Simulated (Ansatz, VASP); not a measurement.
## Re: VASP beside Ansatz

The input INCAR:

```
  PREC = Accurate
  ENCUT = 520
  EDIFF = 1E-8
  ISMEAR = -1
  SIGMA = 0.05
  LREAL = False
  LASPH = True
  NELM = 80
  ALGO = Normal
  ISIF = 2
  LWAVE = False
  LCHARG = False
  GGA = PS
  LEFG = True
  NBANDS = 10
```

File KPOINTS:

```
regular mesh
0
Gamma
  14 14 14
```

Contents of POSCAR:

```
Re
1.0
    0.0000000000      2.0137353243      2.0137353243
    2.0137353243      0.0000000000      2.0137353243
    2.0137353243      2.0137353243      0.0000000000
Re
1
Direct
    0.0000000000      0.0000000000      0.0000000000
```

Input for Ansatz:

```yaml
crystal:
  lattice:
    - [0.0, 2.0137353243, 2.0137353243]
    - [2.0137353243, 0.0, 2.0137353243]
    - [2.0137353243, 2.0137353243, 0.0]
  atoms:
    - { symbol: Re, position: [0.0, 0.0, 0.0] }
kpoints:
  mp_grid: { grid: [14, 14, 14] }
scf:
  occupations: { method: fermi_dirac, width: 0.05 }
hamiltonian:
  xc: pbesol
  pseudopotentials: { kind: all_electron, datasets: crystal }
output:
  forces: true
  stress: true
  eigenvalues: true
  efg: { contact_densities: true }
```

Change from the starting cell: volume scaled by 1.06, crystal datasets.

Alike in both runs: task electric field gradients; functional PBEsol; k mesh 14 × 14 × 14; occupations fermi-dirac, width 0.05 eV; no spin polarisation.

|  | VASP | Ansatz |
| --- | --- | --- |
| version | VASP 6.6.1 | Ansatz 0.2.0 |
| potentials or method | VASP PAW PBE potentials, release 64 (Re) | all-electron PAW with datasets made for the crystal, scalar-relativistic |
| plane-wave cutoff (eV) | 520 | see its input |

```tsv
	VASP	Ansatz	Ansatz less VASP
pressure (GPa)	-34.5	-33.7	+0.82
Vzz of the field gradient on the site that differs most (V/Å²)	0.0	0.0	0.00
```

Ansatz ran all-electron here, so the differences hold the error of VASP's frozen core and of both bases. Ansatz warned: «gradients_without_spin_orbit».

Caveats: the cell as given lies far from equilibrium; so large a pressure means that the cell lies far from this level's equilibrium, or that cutoff or potentials fall short (VASP); the potentials were made for another functional, which shifts forces and pressure (VASP). The runs have no spin-orbit coupling, so splittings on Re are missing.
